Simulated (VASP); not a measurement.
# Ti6H in VASP: single point with PBE

Aim: the single point of Ti6H with PBE.

Everything below comes from runs of VASP 6.6.1. Logs are shortened: lines on timing, memory, paths and dates and some standing lists are left out, and cuts for length are marked.

## Step 1: The structure

The cell holds a slab with vacuum, 7 atoms: a = 2.832 Å, b = 4.580 Å, c = 23.551 Å, α = 90.00°, β = 90.00°, γ = 90.00°.

## Step 2: Single point, PBE

Contents of INCAR:

```
PREC     = Accurate       # precision mode
ENCUT    = 520            # plane-wave cutoff, eV
EDIFF    = 1E-6           # SCF threshold, eV
ISMEAR   = 0              # smearing method
SIGMA    = 0.1            # smearing width, eV
LREAL    = F              # projectors in reciprocal space
LASPH    = T              # aspherical terms in the spheres
NELM     = 100            # most SCF steps
ALGO     = Fast           # electronic algorithm
ISIF     = 2              # what is computed and relaxed
LWAVE    = F              # write WAVECAR
LCHARG   = F              # write CHGCAR
LDIPOL   = T            
IDIPOL   = 3            
DIPOL    = 0.5 0.5 0.333
GGA      = PE             # functional
NBANDS   = 46             # bands
```

Contents of KPOINTS:

```
Automatic mesh
0
Gamma
  9 6 1
```

Contents of POSCAR:

```
Ti6H
1.0
    2.8321726458      0.0000000000      0.0000000000
    0.0000000000      4.5795363026      0.0000000000
    0.0000000000      0.0000000000     23.5510893874
Ti H
6 1
Direct
    0.5000000000      0.0000000000      0.1698435233
    0.0000000000      0.5000000000      0.2259767339
    0.5000000000      0.0000000000      0.2821099444
    0.5000000000      0.5000000000      0.3394934593
    0.0000000000      0.0000000000      0.3940191404
    0.5000000000      0.5000000000      0.4480085492
    0.8750000000      0.8750000000      0.4722112512
```

Potentials or basis: VASP PAW PBE potentials, release 64 (Ti_sv, H).

Run with:

```
cat potpaw_PBE.64/Ti_sv/POTCAR potpaw_PBE.64/H/POTCAR > POTCAR
mpirun -np 1 vasp_std > vasp.out
```

OUTCAR:

```text
PREC = Accurate
   ENCUT = 520
   EDIFF = 1E-6
   ISMEAR = 0
   LREAL = F
   LASPH = T
   NELM = 100
   ISIF = 2
   GGA = PE

 ion  position               nearest neighbor table
   1  0.500  0.000  0.170-   3 2.64
   2  0.000  0.500  0.226-
   3  0.500  0.000  0.282-   1 2.64   4 2.66   4 2.66
   4  0.500  0.500  0.339-   6 2.56   3 2.66   3 2.66
   5  0.000  0.000  0.394-
   6  0.500  0.500  0.448-   4 2.56
   7  0.875  0.875  0.472-

  LATTYP: Found a simple orthorhombic cell.
 ALAT       =     2.8321726458
 B/A-ratio  =     1.6169693290
 C/A-ratio  =     8.3155556997

  Lattice vectors:

 A1 = (   2.8321726458,   0.0000000000,   0.0000000000)
 A2 = (   0.0000000000,   4.5795363026,   0.0000000000)
 A3 = (   0.0000000000,   0.0000000000,  23.5510893874)

Analysis of symmetry for initial positions (statically):
=====================================================================
 Subroutine PRICEL returns:
 Original cell was already a primitive cell.

 Routine SETGRP: Setting up the symmetry group for a
 simple orthorhombic supercell.

 Subroutine GETGRP returns: Found  1 space group operations
 (whereof  1 operations were pure point group operations)
 out of a pool of  8 trial point group operations.

The static configuration has the point symmetry C_1 .

Analysis of symmetry for dynamics (positions and initial velocities):
=====================================================================
 Subroutine PRICEL returns:
 Original cell was already a primitive cell.

 Routine SETGRP: Setting up the symmetry group for a
 simple orthorhombic supercell.

 Subroutine GETGRP returns: Found  1 space group operations
 (whereof  1 operations were pure point group operations)
 out of a pool of  8 trial point group operations.

The dynamic configuration has the point symmetry C_1 .

 Subroutine INISYM returns: Found  1 space group operations
 (whereof  1 operations are pure point group operations),
 and found     1 'primitive' translations

----------------------------------------------------------------------------------------

                                     Primitive cell

  volume of cell :     305.4585

  direct lattice vectors                    reciprocal lattice vectors
     2.832172646  0.000000000  0.000000000     0.353085820  0.000000000  0.000000000
     0.000000000  4.579536303  0.000000000     0.000000000  0.218362719  0.000000000
     0.000000000  0.000000000 23.551089387     0.000000000  0.000000000  0.042460881

  length of vectors
     2.832172646  4.579536303 23.551089387     0.353085820  0.218362719  0.042460881

  position of ions in fractional coordinates (direct lattice)
     0.500000000  0.000000000  0.169843523
     0.000000000  0.500000000  0.225976734
     0.500000000  0.000000000  0.282109944
     0.500000000  0.500000000  0.339493459
     0.000000000  0.000000000  0.394019140
     0.500000000  0.500000000  0.448008549
     0.875000000  0.875000000  0.472211251

  ion indices of the primitive-cell ions
   primitive index   ion index
                 1           1
                 2           2
                 3           3
                 4           4
                 5           5
                 6           6
                 7           7

----------------------------------------------------------------------------------------

 KPOINTS: Automatic mesh

Automatic generation of k-mesh.
 Grid dimensions read from file:
 generate k-points for:    9    6    1

 Generating k-lattice:

  Cartesian coordinates                     Fractional coordinates (reciprocal lattice)
     0.039231758  0.000000000  0.000000000     0.111111111  0.000000000  0.000000000
     0.000000000  0.036393787  0.000000000     0.000000000  0.166666667  0.000000000
     0.000000000  0.000000000  0.042460881     0.000000000  0.000000000  1.000000000

  Length of vectors
     0.039231758  0.036393787  0.042460881

  Shift w.r.t. Gamma in fractional coordinates (k-lattice)
     0.000000000  0.000000000  0.000000000

 Subroutine IBZKPT returns following result:
 ===========================================

 Found     28 irreducible k-points:

 Following reciprocal coordinates:
            Coordinates               Weight
  0.000000  0.000000  0.000000      1.000000
  0.111111  0.000000  0.000000      2.000000
  0.222222  0.000000  0.000000      2.000000
  0.333333  0.000000  0.000000      2.000000
  0.444444  0.000000  0.000000      2.000000
  0.000000  0.166667  0.000000      2.000000
[... 16 lines left out ...]
  0.444444 -0.333333  0.000000      2.000000
  0.000000  0.500000  0.000000      1.000000
 [... further k-points ...]
   k-points           NKPTS =     28   k-points in BZ     NKDIM =     28   number of bands    NBANDS=     46
   number of dos      NEDOS =    301   number of ions     NIONS =      7
   total plane-waves  NPLWV = 155520
   dimension x,y,z NGX =    24 NGY =   36 NGZ =  180
   dimension x,y,z NGXF=    48 NGYF=   72 NGZF=  360
   ions per type =               6   1
   NGX,Y,Z   is equivalent  to a cutoff of  14.09, 13.07, 12.71 a.u.
   NGXF,Y,Z  is equivalent  to a cutoff of  28.18, 26.14, 25.41 a.u.
 SYSTEM =  unknown system
   PREC   = accura    normal or accurate (medium, high low for compatibility)
   ISTART =      0    job   : 0-new  1-cont  2-samecut
   ICHARG =      2    charge: 1-file 2-atom 10-const
   ISPIN  =      1    spin polarized calculation?
   LNONCOLLINEAR =      F non collinear calculations
   LSORBIT =      F    spin-orbit coupling
   LASPH  =      T    aspherical Exc in radial PAW
   ENCUT  =  520.0 eV  38.22 Ry    6.18 a.u.   5.27  8.51 43.79*2*pi/ulx,y,z
   NELM   =    100;   NELMIN=  2; NELMDL= -5     # of ELM steps
   EDIFF  = 0.1E-05   stopping-criterion for ELM
   LREAL  =      F    real-space projection
   EDIFFG = 0.1E-04   stopping-criterion for IOM
   NSW    =      0    number of steps for IOM
   IBRION =     -1    ionic relax: 0-MD 1-quasi-New 2-CG
   NFREE  =      0    steps in history (QN), initial steepest desc. (CG)
   ISIF   =      2    stress and relaxation
   ISYM   =      2    0-nonsym 1-usesym 2-fastsym
   POTIM  = 0.5000    time-step for ionic-motion
   TEBEG  =    0.0;   TEEND  =   0.0 temperature during run
   PSTRESS=    0.0 pullay stress
   NELECT =      73.0000    total number of electrons
   NUPDOWN=      -1.0000    fix difference up-down
   EMIN   =  10.00;   EMAX   =-10.00  energy-range for DOS
   EFERMI =   0.00;   METHOD = LEGACY
   ISMEAR =     0;   SIGMA  =   0.10  broadening in eV -4-tet -1-fermi 0-gaus
   EFERMI_NEDOS =   21; number of points for ismear=-14 and -15
   IALGO  =     68    algorithm
   IMIX   =      4    mixing-type and parameters
     AMIX     =   0.40;   BMIX     =  1.00
     AMIX_MAG =   1.60;   BMIX_MAG =  1.00
  volume/ion in A,a.u.               =      43.64       294.48
  Fermi-wavevector in a.u.,A,eV,Ry     =   1.015933  1.919835 14.042842  1.032120
  Thomas-Fermi vector in A             =   2.149247
   LORBIT       =      0    0 simple, 1 ext, 2 COOP (PROOUT), +10 PAW based schemes
   GGA     = PE    functional components
   LHFCALC =     F    Hartree Fock is set to
   AEXX    =    0.0000 exact exchange contribution
   IVDW    =     0    specifies the selected vdW correction
   LEPSILON=     F    determine dielectric tensor
   LRPA    =     F    only Hartree local field effects (RPA)
 non-spin polarized calculation
 RMM-DIIS sequential band-by-band and
 Gauss-broadening in eV      SIGMA  =   0.10
  energy-cutoff  :      520.00
  volume of cell :      305.46
 maximum number of plane-waves:      8274
 NGX is ok and might be reduce to    24
   NGX = 11   NGY = 17   NGZ = 87

 dipolmoment           0.000000      0.000000      0.000510 electrons x Angstroem

 number of electron      73.0000008 magnetization

 dipolmoment           0.000000      0.000000     -0.009224 electrons x Angstroem

 Free energy of the ion-electron system (eV)
  ---------------------------------------------------
  ext. energy  EPLUGINS =         0.00000000
  ---------------------------------------------------
  free energy    TOTEN  =       -47.38385738 eV

  energy without entropy =      -47.32769738  energy(sigma->0) =      -47.35577738

 E-fermi :   0.7517     XC(G=0):  -4.8858

 val. band max:        0.7394834114   @ k =   0.2222   0.1667   0.0000
 cond. band min:       0.7667925420   @ k =   0.2222  -0.1667   0.0000
 fundamental gap:      0.0273091305
 Fermi energy:         0.7517217754

 k-point     1 :       0.0000    0.0000    0.0000
  band No.  band energies     occupation
      1     -56.2626      2.00000
      2     -56.2155      2.00000
      3     -56.1045      2.00000
      4     -55.9948      2.00000
      5     -55.8420      2.00000
      6     -55.7145      2.00000
[... 38 lines left out ...]
     45       2.2405      0.00000
     46       2.3890      0.00000

 k-point     2 :       0.1111    0.0000    0.0000
  band No.  band energies     occupation
      1     -56.2559      2.00000
      2     -56.2084      2.00000
      3     -56.0988      2.00000
      4     -55.9885      2.00000
      5     -55.8363      2.00000
      6     -55.7084      2.00000
[... 38 lines left out ...]
     45       2.0516      0.00000
     46       2.5157      0.00000

 k-point     3 :       0.2222    0.0000    0.0000
  band No.  band energies     occupation
      1     -56.2388      2.00000
      2     -56.1901      2.00000
      3     -56.0845      2.00000
      4     -55.9723      2.00000
      5     -55.8220      2.00000
      6     -55.6930      2.00000
[... 1018 lines left out ...]
     45       2.1994      0.00000
     46       2.2264      0.00000

 k-point    24 :       0.0000    0.5000    0.0000
  band No.  band energies     occupation
      1     -56.2586      2.00000
      2     -56.2072      2.00000
      3     -56.1102      2.00000
      4     -55.9949      2.00000
      5     -55.8189      2.00000
      6     -55.7449      2.00000
[... 38 lines left out ...]
     45       2.4085      0.00000
     46       2.4400      0.00000

 [... further k-points ...]

------------------------ aborting loop because EDIFF is reached ----------------------------------------

 vacuum level on the upper side and lower side of the slab       (xc-potential included)        -0.081         0.048

  FORCE on cell =-STRESS in cart. coord.  units (eV):
  Direction    XX          YY          ZZ          XY          YZ          ZX
  --------------------------------------------------------------------------------------
  -------------------------------------------------------------------------------------
  Total       -2.3230619     -6.4926915     -1.6308198      0.2518588     -0.1845187      0.1337581
  in kB      -12.1848205    -34.0551751     -8.5539032      1.3210387     -0.9678295      0.7015818
  external PRESSURE =     -18.2646329 kB  Pullay stress =       0.0000000 kB

 VOLUME and BASIS-vectors are now :
 -----------------------------------------------------------------------------
  energy-cutoff  :      520.00
  volume of cell :      305.46
      direct lattice vectors                 reciprocal lattice vectors
     2.832172646  0.000000000  0.000000000     0.353085820  0.000000000  0.000000000
     0.000000000  4.579536303  0.000000000     0.000000000  0.218362719  0.000000000
     0.000000000  0.000000000 23.551089387     0.000000000  0.000000000  0.042460881

 POSITION                                       TOTAL-FORCE (eV/Angst)
 -----------------------------------------------------------------------------------
      1.41609      0.00000      4.00000         0.002834      0.008849      0.400531
      0.00000      2.28977      5.32200        -0.005010     -0.022616     -0.001148
      1.41609      0.00000      6.64400         0.014588      0.001776     -0.448468
      1.41609      2.28977      7.99544         0.034599      0.013548      0.095841
      0.00000      0.00000      9.27958        -0.146687     -0.097107      0.083781
      1.41609      2.28977     10.55109        -0.047858      0.681396      0.140094
      2.47815      4.00709     11.12109         0.147533     -0.585845     -0.270632
 -----------------------------------------------------------------------------------
    total drift:                               -0.000229     -0.000464     -0.000380

  FREE ENERGIE OF THE ION-ELECTRON SYSTEM (eV)
  ---------------------------------------------------
  free  energy   TOTEN  =       -47.3838573844 eV

  energy  without entropy=      -47.3276973796  energy(sigma->0) =      -47.35577738

 vacuum level on the upper side and lower side of the slab         3.993         4.124
```

Wall time 32 min (1 thread of Intel Xeon Platinum 8488C (Sapphire Rapids), shared host); peak memory 0.54 GiB.

Results:

- Free energy: -47.3839 eV
- Largest force: 0.697 eV/Å
- Band gap on the k mesh: none (metal or under the smearing width)

Forces in eV/Å, atoms in the order of the input:
```
Ti   0.003  0.009  0.401
Ti  -0.005 -0.023 -0.001
Ti   0.015  0.002 -0.448
Ti   0.035  0.014  0.096
Ti  -0.147 -0.097  0.084
Ti  -0.048  0.681  0.140
H    0.148 -0.586 -0.271
```
